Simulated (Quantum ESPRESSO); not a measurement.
# InPd (Pm-3m) in Quantum ESPRESSO: notebook, part 3 of 3

Quantum ESPRESSO 7.5. Earlier steps stand in the parts before.

### Step 4. Phonons, PBEsol, target pressure 10 GPa, at which the enthalpy is minimised

pw.in reads:

```
&CONTROL
  calculation = 'scf'
  prefix = 'pwscf'
  outdir = './tmp'
  pseudo_dir = './pseudo'
  tprnfor = .true.
  tstress = .true.
  disk_io = 'low'
/
&SYSTEM
  ibrav = 0
  nat = 2
  ntyp = 2
  ecutwfc = 45
  ecutrho = 360
  nbnd = 22
  occupations = 'smearing'
  smearing = 'mv'
  degauss = 0.01469973
/
&ELECTRONS
  conv_thr = 4d-10
  electron_maxstep = 120
  mixing_beta = 0.5
/
ATOMIC_SPECIES
In   114.8180 in_pbesol_v1.4.uspp.F.UPF
Pd   106.4200 pd_pbesol_v1.4.uspp.F.UPF
CELL_PARAMETERS bohr
   6.1829661455    0.0000000000    0.0000000000
   0.0000000000    6.1829661455    0.0000000000
   0.0000000000    0.0000000000    6.1829661455
ATOMIC_POSITIONS bohr
In     0.0000000000    0.0000000000    0.0000000000
Pd     3.0914830728    3.0914830728    3.0914830728
K_POINTS automatic
8 8 8 0 0 0
```

relax.in reads:

```
&CONTROL
  calculation = 'vc-relax'
  prefix = 'pwscf'
  outdir = './tmp'
  pseudo_dir = './pseudo'
  tprnfor = .true.
  tstress = .true.
  disk_io = 'low'
  nstep = 40
  forc_conv_thr = 0.0001
  etot_conv_thr = 1d-06
/
&SYSTEM
  ibrav = 0
  nat = 2
  ntyp = 2
  ecutwfc = 45
  ecutrho = 360
  nbnd = 22
  occupations = 'smearing'
  smearing = 'mv'
  degauss = 0.01469973
/
&ELECTRONS
  conv_thr = 4d-10
  electron_maxstep = 120
  mixing_beta = 0.5
/
&IONS
  ion_dynamics = 'bfgs'
/
&CELL
  cell_dynamics = 'bfgs'
  press = 100
  press_conv_thr = 0.2
/
ATOMIC_SPECIES
In   114.8180 in_pbesol_v1.4.uspp.F.UPF
Pd   106.4200 pd_pbesol_v1.4.uspp.F.UPF
CELL_PARAMETERS bohr
   6.1829661455    0.0000000000    0.0000000000
   0.0000000000    6.1829661455    0.0000000000
   0.0000000000    0.0000000000    6.1829661455
ATOMIC_POSITIONS bohr
In     0.0000000000    0.0000000000    0.0000000000
Pd     3.0914830728    3.0914830728    3.0914830728
K_POINTS automatic
8 8 8 0 0 0
```

scf2.in reads:

```
&CONTROL
  calculation = 'scf'
  prefix = 'pwscf'
  outdir = './tmp'
  pseudo_dir = './pseudo'
  tprnfor = .true.
  tstress = .true.
  disk_io = 'low'
/
&SYSTEM
  ibrav = 0
  nat = 2
  ntyp = 2
  ecutwfc = 45
  ecutrho = 360
  nbnd = 22
  occupations = 'smearing'
  smearing = 'mv'
  degauss = 0.01469973
/
&ELECTRONS
  conv_thr = 1d-13
  electron_maxstep = 120
  mixing_beta = 0.5
  startingpot = 'file'
  startingwfc = 'file'
/
ATOMIC_SPECIES
In   114.8180 in_pbesol_v1.4.uspp.F.UPF
Pd   106.4200 pd_pbesol_v1.4.uspp.F.UPF
CELL_PARAMETERS bohr
   6.0030991964    0.0000000000    0.0000000000
   0.0000000000    6.0030991964    0.0000000000
   0.0000000000    0.0000000000    6.0030991964
ATOMIC_POSITIONS bohr
In     0.0000000000    0.0000000000    0.0000000000
Pd     3.0015495982    3.0015495982    3.0015495982
K_POINTS automatic
8 8 8 0 0 0
```

ph.in reads:

```
phonons of InPd
&INPUTPH
  prefix = 'pwscf'
  outdir = './tmp'
  tr2_ph = 1d-16
  fildyn = 'dyn'
  niter_ph = 60
  alpha_mix(1) = 0.4
/
0.0000000000 0.0000000000 0.0000000000
```

dynmat.in reads:

```
&INPUT
  fildyn = 'dyn'
  asr = 'crystal'
  filout = 'dynmat.disp'
  fileig = 'dynmat.eig'
/
```

Potentials or basis: GBRV 1.5 PBEsol.

On the command line:

```bash
OMP_NUM_THREADS=1 pw.x -in pw.in > pw.out
OMP_NUM_THREADS=1 pw.x -in relax.in > relax.out
OMP_NUM_THREADS=1 pw.x -in scf2.in > scf2.out
OMP_NUM_THREADS=1 ph.x -in ph.in > ph.out
OMP_NUM_THREADS=1 dynmat.x -in dynmat.in > dynmat.out
```

pw.out:

```text
This program is part of the open-source Quantum ESPRESSO suite
     for quantum simulation of materials; please cite
[... 9 lines left out ...]
     --------------------
     sticks:   dense  smooth     PW     G-vecs:    dense   smooth      PW
     Sum        1093     553    177                27201     9771    1743

     Using Slab Decomposition

     bravais-lattice index     =            0
     lattice parameter (alat)  =       6.1830  a.u.
     unit-cell volume          =     236.3690 (a.u.)^3
     number of atoms/cell      =            2
     number of atomic types    =            2
     number of electrons       =        29.00
     number of Kohn-Sham states=           22
     kinetic-energy cutoff     =      45.0000  Ry
     charge density cutoff     =     360.0000  Ry
     scf convergence threshold =      4.0E-10
     mixing beta               =       0.5000
     number of iterations used =            8  plain     mixing
     Exchange-correlation= SLA  PW   PSX  PSC
                           (   1   4  10   8   0   0   0)

     celldm(1)=   6.182966  celldm(2)=   0.000000  celldm(3)=   0.000000
     celldm(4)=   0.000000  celldm(5)=   0.000000  celldm(6)=   0.000000

     crystal axes: (cart. coord. in units of alat)
               a(1) = (   1.000000   0.000000   0.000000 )
               a(2) = (   0.000000   1.000000   0.000000 )
               a(3) = (   0.000000   0.000000   1.000000 )

     reciprocal axes: (cart. coord. in units 2 pi/alat)
               b(1) = (  1.000000  0.000000  0.000000 )
               b(2) = (  0.000000  1.000000  0.000000 )
               b(3) = (  0.000000  0.000000  1.000000 )

     PseudoPot. # 1 for In read from file:
     in_pbesol_v1.4.uspp.F.UPF
     Pseudo is Ultrasoft + core correction, Zval = 13.0
     Generated by new atomic code, or converted to UPF format
     Using radial grid of  889 points,  6 beta functions with:
                l(1) =   0
                l(2) =   0
                l(3) =   1
                l(4) =   1
                l(5) =   2
                l(6) =   2
     Q(r) pseudized with  6 coefficients,  rinner =    1.400   1.400   1.400
                                                       1.400   1.400

     PseudoPot. # 2 for Pd read from file:
     pd_pbesol_v1.4.uspp.F.UPF
     Pseudo is Ultrasoft + core correction, Zval = 16.0
     Generated by new atomic code, or converted to UPF format
     Using radial grid of  887 points,  6 beta functions with:
                l(1) =   0
                l(2) =   0
                l(3) =   1
                l(4) =   1
                l(5) =   2
                l(6) =   2
     Q(r) pseudized with  8 coefficients,  rinner =    1.130   1.130   1.130
                                                       1.130   1.130

     atomic species   valence    mass     pseudopotential
     In               13.00   114.81800     In( 1.00)
     Pd               16.00   106.42000     Pd( 1.00)

     48 Sym. Ops., with inversion, found

   Cartesian axes

     site n.     atom                  positions (alat units)
         1        In     tau(   1) = (   0.0000000   0.0000000   0.0000000  )
         2        Pd     tau(   2) = (   0.5000000   0.5000000   0.5000000  )

     number of k points=    35  Marzari-Vanderbilt smearing, width (Ry)=  0.0147
                       cart. coord. in units 2pi/alat
        k(    1) = (   0.0000000   0.0000000   0.0000000), wk =   0.0039062
        k(    2) = (   0.0000000   0.0000000   0.1250000), wk =   0.0234375
        k(    3) = (   0.0000000   0.0000000   0.2500000), wk =   0.0234375
        k(    4) = (   0.0000000   0.0000000   0.3750000), wk =   0.0234375
        k(    5) = (   0.0000000   0.0000000  -0.5000000), wk =   0.0117188
        k(    6) = (   0.0000000   0.1250000   0.1250000), wk =   0.0468750
[... 27 lines left out ...]
        k(   34) = (   0.3750000  -0.5000000  -0.5000000), wk =   0.0234375
        k(   35) = (  -0.5000000  -0.5000000  -0.5000000), wk =   0.0039062

     Dense  grid:    27201 G-vectors     FFT dimensions: (  40,  40,  40)

     Smooth grid:     9771 G-vectors     FFT dimensions: (  27,  27,  27)

     Initial potential from superposition of free atoms

     starting charge      27.0000, renormalised to      29.0000

     negative rho (up, down):  7.853E-02 0.000E+00
     Starting wfcs are   21 randomized atomic wfcs +    1 random wfcs

     Self-consistent Calculation

     iteration #  1     ecut=    45.00 Ry     beta= 0.50
     Davidson diagonalization with overlap
     ethr =  1.00E-02,  avg # of iterations =  4.6

     negative rho (up, down):  7.332E-02 0.000E+00

     total energy              =    -328.05937066 Ry
     estimated scf accuracy    <       8.93216780 Ry

     iteration #  2     ecut=    45.00 Ry     beta= 0.50
     Davidson diagonalization with overlap
     ethr =  1.00E-02,  avg # of iterations =  2.0
[... 78 lines left out ...]
     iteration # 11     ecut=    45.00 Ry     beta= 0.50
     Davidson diagonalization with overlap
     ethr =  1.08E-10,  avg # of iterations =  1.9

     negative rho (up, down):  7.571E-02 0.000E+00

     End of self-consistent calculation

          k = 0.0000 0.0000 0.0000 (  1213 PWs)   bands (ev):

   -34.1278 -34.1278 -34.1278   1.2424   1.2424   1.6554   1.6554   1.6554
     6.0049  12.3191  12.3191  13.8599  13.8599  13.8599  20.2942  20.2942
    20.2942  25.4476  26.7692  26.7692  30.9819  32.2839

          k = 0.0000 0.0000 0.1250 (  1217 PWs)   bands (ev):

   -34.1325 -34.1274 -34.1274   1.2509   1.2942   1.6397   1.6397   1.6603
     6.2541  12.3196  12.3533  13.6791  13.6791  13.8478  18.8027  20.7873
    20.7873  25.9182  26.6922  28.2043  30.9836  31.7045
[... 67 lines left out ...]
          k = 0.0000 0.3750-0.5000 (  1202 PWs)   bands (ev):

   -34.1569 -34.1519 -34.1232   1.3278   1.4239   1.5189   1.5388   1.8135
     9.8619  12.1825  13.1948  13.3644  13.4982  13.5508  14.8176  18.3701
    19.4773  25.5980  27.2757  27.7241  29.2020  30.9009

          k = 0.0000-0.5000-0.5000 (  1228 PWs)   bands (ev):

   -34.1564 -34.1564 -34.1228   1.2920   1.4327   1.5135   1.5135   1.8624
     9.9529  12.6363  13.4534  13.4534  13.7624  13.7624  14.4420  17.5711
    18.5832  25.5839  27.4645  27.4645  29.9321  30.8520

          k = 0.1250 0.1250 0.1250 (  1225 PWs)   bands (ev):

   -34.1320 -34.1316 -34.1316   1.3325   1.3325   1.6182   1.6182   1.6310
     6.7420  12.4076  12.4076  13.3597  13.5968  13.5968  19.5210  19.6625
    19.6625  28.1448  28.1448  28.4306  30.5830  30.5832
[... 43 lines left out ...]
          k = 0.1250 0.3750-0.5000 (  1202 PWs)   bands (ev):

   -34.1565 -34.1515 -34.1278   1.3376   1.4852   1.4976   1.5180   1.8152
     9.9828  12.1443  12.5587  12.9928  13.8702  14.5495  15.0933  18.3266
    19.6227  23.9118  26.0371  27.2181  29.1376  30.9270

          k = 0.1250-0.5000-0.5000 (  1204 PWs)   bands (ev):

   -34.1560 -34.1560 -34.1274   1.3056   1.4940   1.4940   1.4957   1.8641
    10.0870  12.5831  12.5831  12.8603  14.4482  14.8986  14.8986  17.4417
    18.6314  24.2806  26.5198  26.5198  28.3967  30.9291

          k = 0.2500 0.2500 0.2500 (  1196 PWs)   bands (ev):

   -34.1413 -34.1408 -34.1408   1.5016   1.5195   1.5195   1.5523   1.5523
     8.6585  12.4546  12.4546  13.2599  13.2599  13.3065  18.7308  18.8502
    18.8502  25.5663  26.3497  26.3497  30.9262  31.9053
[... 19 lines left out ...]
          k = 0.2500 0.3750-0.5000 (  1204 PWs)   bands (ev):

   -34.1556 -34.1506 -34.1387   1.3604   1.4470   1.4687   1.6341   1.8200
    10.3216  11.8142  11.9076  13.4173  14.1098  15.6779  15.8914  18.2096
    20.1120  21.7961  23.5153  25.5481  27.1705  30.9513

          k = 0.2500-0.5000-0.5000 (  1208 PWs)   bands (ev):

   -34.1551 -34.1551 -34.1384   1.3371   1.4467   1.4467   1.6491   1.8671
    10.4672  11.8489  11.8489  13.4573  14.4629  16.4299  16.4299  17.0283
    18.8244  22.2709  24.5609  24.5609  25.6642  30.9523

          k = 0.3750 0.3750 0.3750 (  1202 PWs)   bands (ev):

   -34.1501 -34.1500 -34.1500   1.3913   1.4221   1.4221   1.7731   1.7731
    10.4758  11.6565  11.6565  14.0048  14.0048  15.4981  17.5352  18.8700
    18.8700  22.0171  22.8560  22.8560  26.2633  30.9556

          k = 0.3750 0.3750-0.5000 (  1206 PWs)   bands (ev):

   -34.1546 -34.1497 -34.1497   1.3769   1.4032   1.4201   1.7746   1.8356
    10.7558  11.5095  11.5185  14.0284  14.2662  16.3632  17.0323  18.1444
    20.7510  20.7831  21.3665  23.5770  24.8391  30.9565

          k = 0.3750-0.5000-0.5000 (  1192 PWs)   bands (ev):

   -34.1542 -34.1542 -34.1493   1.3684   1.4006   1.4006   1.8056   1.8702
    10.9732  11.3988  11.3988  14.1566  14.4776  16.3820  18.2000  18.2000
    19.3136  20.9335  22.3815  22.3815  23.1176  30.9577

          k =-0.5000-0.5000-0.5000 (  1208 PWs)   bands (ev):

   -34.1538 -34.1538 -34.1538   1.3811   1.3811   1.3811   1.8712   1.8712
    11.2470  11.2470  11.2470  14.4837  14.4837  16.0051  19.9182  19.9182
    19.9182  20.5086  20.5086  20.5086  21.7112  30.9587

     the Fermi energy is    16.0534 ev

!    total energy              =    -331.90555181 Ry
     estimated scf accuracy    <          2.4E-11 Ry
     smearing contrib. (-TS)   =      -0.00013499 Ry
     internal energy E=F+TS    =    -331.90541682 Ry

     The total energy is F=E-TS. E is the sum of the following terms:
     one-electron contribution =     -79.82324804 Ry
     hartree contribution      =      65.59290662 Ry
     xc contribution           =     -68.69153642 Ry
     ewald contribution        =    -248.98353898 Ry

     convergence has been achieved in  11 iterations

     negative rho (up, down):  7.571E-02 0.000E+00

     Forces acting on atoms (cartesian axes, Ry/au):

     atom    1 type  1   force =     0.00000000    0.00000000    0.00000000
     atom    2 type  2   force =     0.00000000    0.00000000    0.00000000

     Total force =     0.000000     Total SCF correction =     0.000000

     Computing stress (Cartesian axis) and pressure

     negative rho (up, down):  7.571E-02 0.000E+00
          total   stress  (Ry/bohr**3)                   (kbar)     P=      -41.00
  -0.00027869   0.00000000   0.00000000          -41.00        0.00        0.00
   0.00000000  -0.00027869   0.00000000            0.00      -41.00        0.00
   0.00000000   0.00000000  -0.00027869            0.00        0.00      -41.00

=------------------------------------------------------------------------------=
   JOB DONE.
=------------------------------------------------------------------------------=
```

It took 3.2 min on 1 thread of Intel Xeon 6975P-C (Granite Rapids), shared host; peak memory 0.15 GiB.

Results:

| Item | Value |
| --- | --- |
| Free energy | -4515.7485 eV |
| Relaxed volume | 16.03 Å³/atom |
| Relaxed cell | a = 3.177 Å, b = 3.177 Å, c = 3.177 Å, α = 90.00°, β = 90.00°, γ = 90.00° |
| Space group after relaxing (to 0.05 Å) | Pm-3m (No. 221) |
| Pressure after relaxing | 9.6 GPa |
| Band gap on the k mesh | none (metal or under the smearing width) |
| Highest phonon frequency at Γ | 172 cm⁻¹ |

Step by step:
```
step  energy change (eV)  largest force (eV/Å)  pressure (GPa)  volume (Å³)
   1              0.0000                0.0000           -4.10        35.03
   2              0.0156                0.0000            6.98        32.57
   3              0.0490                0.0000           10.62        31.96
   4              0.0424                0.0000            9.98        32.06
   5              0.0426                0.0000           10.00        32.06
```

Final structure:
```
In Pd
1.0
     3.17670    0.00000    0.00000
     0.00000    3.17670    0.00000
     0.00000    0.00000    3.17670
In Pd
1 1
Direct
  0.00000 0.00000 0.00000
  0.50000 0.50000 0.50000
```

Levels at points of the mesh, in eV from the Fermi level:
| k point | band 12 | band 13 | band 14 | band 15 | band 16 | band 17 | band 18 | band 19 |
| --- | --- | --- | --- | --- | --- | --- | --- | --- |
| (0.00, 0.00, 0.00) | -2.41 | -2.41 | -2.41 | 4.39 | 4.39 | 4.39 | 10.58 | 11.36 |
| (0.00, 0.00, -0.50) | -3.59 | -3.59 | -2.54 | -1.12 | 10.38 | 10.38 | 10.45 | 11.44 |
| (0.00, -0.50, -0.50) | -2.86 | -2.64 | -2.64 | -1.76 | 1.98 | 2.85 | 10.20 | 11.64 |
| (-0.50, -0.50, -0.50) | -1.71 | -1.71 | 0.34 | 4.00 | 4.00 | 4.00 | 4.82 | 4.82 |

Phonon frequencies in cm⁻¹ (negative: imaginary):
| q point | frequencies |
| --- | --- |
| (0.000, 0.000, 0.000) | -6 -6 -6 172 172 172 |

Optical modes at Γ, degenerate ones joined:
```
cm⁻¹  components  symmetry  active in
 172           3       T1u         IR
```

Caveat: the mesh is thin for the phonons of a metal; the cell is more than 3 GPa from zero pressure, which shifts response properties.

### Step 5. Summary

| cell | gap on the mesh (eV) | pressure (GPa) |
| --- | --- | --- |
| relaxed | none | -0.1 |
| relaxed to 5 GPa | none | 4.7 |
| relaxed to 10 GPa | none | 9.6 |

Alike in all rows: task phonons; level PBEsol; potentials or basis GBRV 1.5 PBEsol; no spin polarisation; k mesh 8 × 8 × 8; cutoff (eV) 612; smearing cold 0.2 eV.

Caveats: the mesh is thin for the phonons of a metal; the cell is more than 3 GPa from zero pressure, which shifts response properties (some runs).

Absolute energies hang on the potentials; compare differences alone.
